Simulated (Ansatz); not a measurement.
AlCu$_{3}$: pressure against volume

AlCu$_{3}$, Pm-3m, a = 3.632 Å. The structure is a Materials Project entry; whether it is the stable form wasn't checked. Ansatz: PBEsol, PAW, 420 eV, Γ-centred 12×12×12 mesh on 4 atoms, Gaussian smearing 0.10 eV; no spin polarisation. Symmetry fixes shape and atoms, so the cell is only scaled; pressure is positive in compression.

```
V (Å³/atom) P (GPa)
     10.539        ?
     10.899    17.94
     11.258    10.91
     11.617     4.99
     11.977     0.00
     12.336    -4.20
     12.695    -7.74
     13.174   -11.59
```

**Question.** Take V0 = 11.977 Å³/atom, fit the third-order Birch–Murnaghan form to the other rows, and predict the missing pressure.

**Answer.** With the Eulerian strain f = ½[(V0/V)^(2/3) − 1] and y = P/[3f(1 + 2f)^(5/2)], the form is the line y = B0 + 1.5 B0 (B0′ − 4) f. Rows (f, y): 0.03245, 157.5; 0.02107, 155.7; 0.01028, 153.8; -0.00975, 150.8; -0.01903, 149.4; -0.03077, 147.2. Means f = 0.0007083, y = 152.40; Σ(Δf)² = 0.003004, ΣΔfΔy = 0.4821; the slope is their ratio. y = 152.3 + 160.5 f GPa, so B0 = 152.3 GPa and B0′ = 4 + 2 × (160.5)/(3 × 152.3) = 4.70. At V = 10.539, f = 0.04451, y = 159.44 and P = 26.35 GPa. The run gave 26.29 GPa, so the fit is 0.06 GPa too high, a small miss on the scale of the series.